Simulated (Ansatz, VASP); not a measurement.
**InP in two plane-wave programs**

Wanted: the spread between two codes on one cell, functional and k mesh. The cell is taken from a series of runs on this material, whose earlier steps may have relaxed, scaled, displaced or heated it; both programs get it as it stands.

Method: plane waves, with VASP 6.6.1 beside it; G0W0 gap at r2SCAN, in Ansatz 0.2.0.

## (1) The structure

It takes space group Imm2 (No. 44, orthorhombic). Conventional cell: a = 4.087 Å, b = 4.227 Å, c = 5.978 Å, α = 90.00°, β = 90.00°, γ = 90.00°. Nearest to In lie 4 P at 2.55 to 2.57 Å. Nearest to P lie 4 In at 2.55 to 2.57 Å. Farther neighbours are not listed.

## (2) Ansatz: G0W0 gap, r2SCAN

Ansatz runs on its default PAW (the set named soft_2) files.

Quasiparticle shifts depend on high empty states and on the cores, so they are the hardest test of two PAW sets.

Input file input.yaml:

```yaml
crystal:
  lattice:
    - [-2.1136199484, -2.98911, 2.0434074799]
    - [2.1136199484, -2.98911, 2.0434074799]
    - [0.0, 0.0, 4.0868149597]
  atoms:
    - { symbol: In, position: [0.0027197983, 0.0027197983, -0.0027197983] }
    - { symbol: P, position: [0.7472802017, 0.7472802017, 0.7527197983] }
kpoints:
  mp_grid: { grid: [6, 6, 6] }
hamiltonian:
  xc: r2scan
scf:
  occupations: { method: fixed }
gw:
  n_empty_bands: 215
  ecut_chi: 150.0
  qp_bands: [v3, c2]
  screening: { model: contour_deformation }
```

Run with:

```bash
$ ansatz run input.yaml --threads 14 --pin off --max-ram 73728MiB --backend cpu --events-out ev --progress --plain --runs-dir out
```

Numbers of over 12 decimals in the logs are rounded to 6 here.

Log:

```text
Engine: ansatz 0.2.0, aarch64-unknown-linux-gnu
Pseudopotentials: kind: paw
Pseudopotential: In, paw, valence charge 13, recommended cutoff 500 eV (meta_gga), In.paw.azcp
Pseudopotential: P, paw, valence charge 5, recommended cutoff 500 eV (meta_gga), P.paw.azcp
Functional definition: r2SCAN
  parameter k0 = 0.174
  parameter k1 = 0.065
  parameter a1 = 4.9479
  exchange = r2scan_x(k0 = k0, k1 = k1, a1 = a1)
  correlation = r2scan_c
Crystal: 2 atoms, lattice volume = 51.640 Å³
Basis set: ecut = 500 eV, 1311 PW (Γ), exchange–correlation on 128×128×120 points (64 copies of the dense FFT grid, shifted against one another)
Bands: 13, of which v1, the nominal top of the filled ones, is band 9 counted from 1 (8 counted from 0)
Symmetry: 4 space group operations
Space group: Imm2 (ITA 44), of the structure as read, at distance tolerance 3.7e-5 Å
k-points: 46 of 216 (time reversal used)
Non-local potential: In, projectors of the file, l = 0: 2, l = 1: 2, l = 2: 2, l = 3: 2
Non-local potential: P, projectors of the file, l = 0: 2, l = 1: 2, l = 2: 2
PAW form: soft (Blöchl's): semilocal exchange-correlation on the pseudo side does not see the compensation charge
PAW frozen core: In, regenerated for the run's functional (the file was generated under x = pbe(κ = 0.804, μ = 0.219515), c = pbe(β = 0.066725))
PAW frozen core: P, regenerated for the run's functional (the file was generated under x = pbe(κ = 0.804, μ = 0.219515), c = pbe(β = 0.066725))
PAW one-centre angular grid: In, 590 points (default); XC on 289 of its mesh's 2783 points in the sphere
PAW one-centre angular grid: P, 302 points (default); XC on 160 Gauss nodes
Initial density: superposition of atomic densities (neutral atoms: chi_scale 0, normalization atom), corrected by the library's trained network
Initial wavefunctions: pseudopotential atomic-orbital guess
Functional: x = r2scan, c = r2scan; τ floored in thin density (d = 2e-4 eV/Å³)
SCF iter   1: F=—  HF=-6371.711752 eV  |F-HF|=—  |Δ(HF+E_count)|=         —  Δρ=6.88e-3  dr2=1.77e-2  dr2_τ=1.03e-2  ethr=1.77e-3  ⟨swp⟩=5.0  Hψ=3240  notcnv=0  defer=88
preconditioner: auto → none  [insulator: Δε(μ)=0.785 eV  Ē_g=15.452 eV  n_scr=14 (ndim 8)  ℏωp=21.9 eV  f_vac=0.024  ε∞_Penn≈3.0]
SCF iter   2: F=—  HF=-6371.718930 eV  |F-HF|=—  |Δ(HF+E_count)|=   7.18e-3  Δρ=1.85e-3  dr2=2.02e-3  dr2_τ=1.12e-4  ethr=9.85e-5  ⟨swp⟩=3.0  Hψ=1545  notcnv=0  defer=92
SCF iter   3: F=—  HF=-6371.718941 eV  |F-HF|=—  |Δ(HF+E_count)|=   1.05e-5  Δρ=1.09e-3  dr2=3.66e-4  dr2_τ=1.11e-5  ethr=1.12e-5  ⟨swp⟩=3.2  Hψ=1110  notcnv=0  defer=92
SCF iter   4: F=—  HF=-6371.719031 eV  |F-HF|=—  |Δ(HF+E_count)|=   9.01e-5  Δρ=5.23e-4  dr2=8.44e-5  dr2_τ=1.43e-6  ethr=2.03e-6  ⟨swp⟩=2.3  Hψ=719  notcnv=0  defer=92
SCF iter   5: F=—  HF=-6371.719042 eV  |F-HF|=—  |Δ(HF+E_count)|=   1.09e-5  Δρ=1.14e-4  dr2=3.83e-6  dr2_τ=7.30e-8  ethr=4.69e-7  ⟨swp⟩=2.2  Hψ=951  notcnv=0  defer=77
SCF iter   6: F=-6371.719042 eV  HF=-6371.719042 eV  |F-HF|=1.23e-8  |Δ(HF+E_count)|=   7.74e-7  Δρ=1.68e-5  dr2=9.09e-8  dr2_τ=1.85e-9  ethr=5.56e-10  ⟨swp⟩=5.3  Hψ=3315  notcnv=0
SCF 1 converged in 6 iterations: F = -6371.719042 eV  dr2 = 9.09e-8
  greatest PAW one-centre occupation: 0.981 electrons in one spin orbital (limit 2), on the In atom at site 0 (counted from 0), in its partial waves of l = 2
NSCF: frozen V_eff on 46 k-points
G₀W₀ screening: q 1/46
[... further progress lines ...]
NSCF: frozen V_eff on 1 k-points
NSCF: frozen V_eff on 1 k-points
[...]
SCF converged after 6 iterations
Free energy (F): -6371.719042 eV
Harris-Foulkes:  -6371.719042 eV  (|F-HF|=1.23e-8)
Internal energy: -6371.719042 eV  (E = F + TS)
E sigma→0 (E₀):  -6371.719042 eV
Fermi energy:    6.645766 eV
--- Per-component energies (eV) ---
  E_band       = -66.359007
  E_kinetic    = 312.622386
  E_local      = -1415.034996  (includes V_loc(G=0)·N_el)
  E_nonlocal   = 401.512925
  E_hartree    = 558.819036
  E_xc         = -258.714126
  E_vxc        = -170.835570  (∫ρ·V_xc dr)
  E_paw        = -4761.411092  (= ΣΔE_a)
  E_vpaw       = -322.462534  (= ΣTr[D̂ρ^β])
  E_aug_tail   = 0.000008  (compensation charges beyond the density's cutoff)
  E_vtau       = 10.206138  (kinetic-family band-sum trace: ∫τ·v_τ [+ j·A + Jᵃ·Aᵃ] dr)
  E_ewald      = -1210.387888
  E_core_change = 0.874704  (= ΣΔE_core)
  E_smearing   = -0.000000  (= −TS)
  E_closure    = 0.000000  (closes the sum)
  Σ components = -6371.719042   (vs F -6371.719042, Δ=0.00e0)
--- Band table (eV; the first three rows and the last of 46) ---
  k-point 0: bands = [... 5 lower, -5.3180, 6.4186, 6.4356, 6.6458, 7.4907, 10.7345, 10.9724, 11.1102]
  k-point 1: bands = [... 5 lower, -4.9925, 4.4349, 6.1207, 6.1861, 8.4956, 11.2218, 11.2828, 11.5598]
[...]
24    11     10.8242    -7.5461    -4.3662   -11.9117  0.7584    10.8236    10.8236  root
    25     7      2.4608   -16.8665     2.4904   -13.9432  0.7036     2.0202     2.0279  root
    25     8      4.9735   -15.5535     1.4869   -13.6272  0.7450     4.5265     4.5341  root
    25     9      5.4055   -15.8210     1.5278   -13.8535  0.7458     4.9585     4.9659  root
    25    10      9.7288    -8.6530    -4.0880   -12.7541  0.7669     9.7419     9.7419  root
    25    11     10.3679    -7.2085    -4.2154   -11.3979  0.7636    10.3421    10.3421  root
    26     7      1.6110   -17.1502     2.8952   -13.8411  0.6949     1.1916     1.1972  root
    26     8      3.7820   -15.0583     2.0299   -12.5692  0.7264     3.3125     3.3228  root
    26     9      4.7689   -15.4370     1.6391   -13.3526  0.7418     4.3156     4.3236  root
    26    10     10.2069    -8.7076    -4.3025   -13.0932  0.7569    10.2902    10.2899  root
    26    11     10.5081    -6.9524    -4.2374   -11.1216  0.7632    10.4399    10.4398  root
    27     7      0.9913   -16.8052     3.1195   -13.2810  0.6921     0.5806     0.5865  root
    27     8      3.4020   -15.0163     2.2200   -12.3373  0.7169     2.9322     2.9431  root
    27     9      4.3870   -15.2307     1.7942   -12.9831  0.7371     3.9247     3.9336  root
    27    10     10.3090    -8.5027    -4.3304   -12.8855  0.7562    10.3614    10.3613  root
    27    11     11.0178    -6.3109    -4.2566   -10.4948  0.7615    10.9453    10.9450  root
    28     7      1.5754   -17.1242     2.8857   -13.8274  0.6941     1.1586     1.1643  root
    28     8      3.8546   -15.0608     2.0150   -12.5872  0.7269     3.3859     3.3961  root
    28     9      4.7918   -15.4353     1.6656   -13.3195  0.7414     4.3332     4.3415  root
    28    10     10.2392    -8.1248    -4.2703   -12.4357  0.7588    10.2798    10.2798  root
    28    11     10.8199    -7.5115    -4.3490   -11.8360  0.7582    10.7955    10.7954  root
    29     7      0.9590   -16.4083     3.1927   -12.8236  0.6874     0.5617     0.5669  root
    29     8      4.3115   -15.3855     1.7422   -13.1905  0.7369     3.8497     3.8587  root
    29     9      5.3237   -15.8452     1.5738   -13.8292  0.7450     4.8739     4.8814  root
[...]
44     9      5.0554   -15.7308     1.6803   -13.6020  0.7421     4.5988     4.6069  root
    44    10      9.7426    -7.2542    -4.0025   -11.2167  0.7762     9.7027     9.7026  root
    44    11     11.7647    -7.6187    -4.8732   -12.5297  0.7279    11.8025    11.8024  root
    45     7      0.6656   -16.9854     3.2491   -13.3319  0.6876     0.2557     0.2612  root
    45     8      4.0700   -15.3317     1.9704   -12.9125  0.7314     3.6123     3.6213  root
    45     9      4.4274   -15.4718     1.9276   -13.0888  0.7342     3.9631     3.9720  root
    45    10      8.4895    -6.5441    -3.6516   -10.0867  0.7849     8.3808     8.3804  root
    45    11      9.2631    -7.5056    -3.9139   -11.4023  0.7776     9.2458     9.2458  root
```

(Part 1 of 2 ends here.)

[Lines on the potential files, build, host, timing and source positions are cut from VASP's logs without a mark.]

[Logs are printed without paths, hosts, clocks, repeated set-up lines and the standing remarks that a program may print on its own settings, such as how far it seeks lower states.]

[Hosts, paths, dates, database ids (printed as entryN), source tags and the programs' standing remarks are cut or masked in the printed files.]
